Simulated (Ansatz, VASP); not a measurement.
# SiC in VASP and in Ansatz

Contents of INCAR:

```
SYSTEM = SiC
ALGO     = Normal         ! electronic algorithm
EDIFF    = 1E-6           ! SCF threshold, eV
ENCUT    = 520            ! plane-wave cutoff, eV
GGA      = PE             ! functional
ISIF     = 2              ! what is computed and relaxed
ISMEAR   = 0              ! smearing method
LASPH    = .True.         ! aspherical terms in the spheres
LCHARG   = .False.        ! write CHGCAR
LREAL    = .False.        ! projectors in reciprocal space
LWAVE    = .False.        ! write WAVECAR
NBANDS   = 26             ! bands
NELM     = 100            ! most SCF steps
PREC     = Accurate       ! precision mode
SIGMA    = 0.01           ! smearing width, eV
```

File KPOINTS:

```
k-points
0
Gamma
  8 8 3
  0 0 0
```

POSCAR

```
SiC
1.0
    3.0810000000      0.0000000000      0.0000000000
   -1.5405000000      2.6682242691      0.0000000000
    0.0000000000      0.0000000000      9.9841500000
Si C
4 4
Direct
    0.0000000000      0.0000000000      0.0000000000
    0.3333333333      0.6666666667      0.2500000000
    0.0000000000      0.0000000000      0.5000000000
    0.6666666667      0.3333333333      0.7500000000
    0.0000000000      0.0000000000      0.1875000000
    0.3333333333      0.6666666667      0.4375000000
    0.0000000000      0.0000000000      0.6875000000
    0.6666666667      0.3333333333      0.9375000000
```

Input for Ansatz:

```yaml
crystal:
  lattice:
    - [3.081, 0.0, 0.0]
    - [-1.5405, 2.6682242691, 0.0]
    - [0.0, 0.0, 9.98415]
  atoms:
    - { symbol: Si, position: [0.0, 0.0, 0.0] }
    - { symbol: Si, position: [0.3333333333, 0.6666666667, 0.25] }
    - { symbol: Si, position: [0.0, 0.0, 0.5] }
    - { symbol: Si, position: [0.6666666667, 0.3333333333, 0.75] }
    - { symbol: C, position: [0.0, 0.0, 0.1875] }
    - { symbol: C, position: [0.3333333333, 0.6666666667, 0.4375] }
    - { symbol: C, position: [0.0, 0.0, 0.6875] }
    - { symbol: C, position: [0.6666666667, 0.3333333333, 0.9375] }
scf:
  occupations: { method: fixed }
  n_extra_bands: 4
output:
  write_density: true
  write_potential: true
  elf: true
  volumetric_format: npy
kpoints:
  mp_grid: { grid: [8, 8, 3] }
hamiltonian:
  xc: pbe
```

Alike in both runs: task single point; functional PBE; k mesh 8 × 8 × 3; no spin polarisation.

|  | VASP | Ansatz |
| --- | --- | --- |
| version | VASP 6.6.1 | Ansatz 0.2.0 |
| potentials or method | VASP PAW PBE potentials, release 64 (Si, C) | scalar-relativistic, plane waves, PAW |
| plane-wave cutoff (eV) | 520 | 420 |
| occupations | gaussian, width 0.01 eV | fixed |
| valence electrons in the cell | 32 | 32 |

```tsv
	VASP	Ansatz	Ansatz less VASP
gap on the k mesh at the Fermi level (eV)	2.26	2.26	+0.001
least direct gap on the mesh (eV)	3.35	3.35	+0.002
```

Caveats: an odd mesh through Γ misses points on the zone boundary, where band edges often lie. PBE gaps usually lie below the measured ones, often by a third to a half.
